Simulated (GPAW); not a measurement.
HfC:

```
CELL_PARAMETERS angstrom
0.00000 2.32500 2.32500
2.32500 0.00000 2.32500
2.32500 2.32500 0.00000
ATOMIC_POSITIONS crystal
Hf 0.50000 0.50000 0.50000
C 0.00000 0.00000 0.00000
```

Program: GPAW 26.7.0. Alike in all runs: no spin polarisation; cell as given; k mesh 10 × 10 × 10; cutoff (eV) 800. Hardware: 1 thread of Intel(R) Xeon(R) Platinum 8488C (Sapphire Rapids), on a shared host.

Q: Order these runs on this cell by their wall time, lowest first.
A. task band structure; level BLYP; potentials or basis PAW data sets generated in the run's folder for this functional, pw; smearing fermi-dirac 0.05 eV; band path GXWKGLUWLK,UX; band points 100; eigensolver davidson
B. task band structure; level r2SCAN; potentials or basis GPAW PAW data sets (gpaw-data 1.2.1), pw; smearing fermi-dirac 0.05 eV; band path GXWKGLUWLK,UX; band points 100
C. task single point; level PBE; potentials or basis GPAW PAW data sets (gpaw-data 1.2.1), pw; smearing gaussian 0.015 eV

A: C (18 s), A (41 s), B (110 s).
